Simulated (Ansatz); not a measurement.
Relaxed BaSnO3 (cubic perovskite):

```
CELL_PARAMETERS angstrom
      4.17608     0.00000     0.00000
      0.00000     4.17608     0.00000
      0.00000     0.00000     4.17608
ATOMIC_POSITIONS crystal
  Ba 0.00000 0.00000 0.00000
  Sn 0.50000 0.50000 0.50000
  O  0.00000 0.50000 0.50000
  O  0.50000 0.50000 0.00000
  O  0.50000 0.00000 0.50000
```

Scan: atom 2 (Sn, nearest neighbour O at 2.088 Å; its periodic images, 4.2 Å or more away, move with it) is displaced along Cartesian z, direction (0.000, 0.000, 1.000) in Cartesian axes, by s. The other atoms stay.

Level of theory: PBE (plane waves to 420 eV, PAW, scalar-relativistic; Ansatz, a first-principles code). k mesh 7×7×7 (Γ-centred), Fermi-Dirac smearing 0.05 eV. Left out: 2 of 11 points, with atoms too close for the PAW data. F∥ is the force on the atom along that direction. BaSnO3 was relaxed with its symmetry unable to fall. 

```tsv
s (Å)	F∥ (eV/Å)
-0.504	23.268
-0.378	11.779
-0.252	5.473
-0.126	2.081
0.000	0.000
0.126	-2.081
0.252	-5.473
0.378	-11.779
0.504	-23.268
```

Task: What is the force constant k = d²E/ds² of this move at s = 0?

Result: 14.8 eV/Å². The forces along the line at the two nearest points give (2.081 − (-2.081)) / (2·0.126) = 16.52 eV/Å²; the next pair corrects for the finite step.

(A displaced cell: forces are minus the slopes of the energy, force constants its curvatures, and phonons follow from these.)
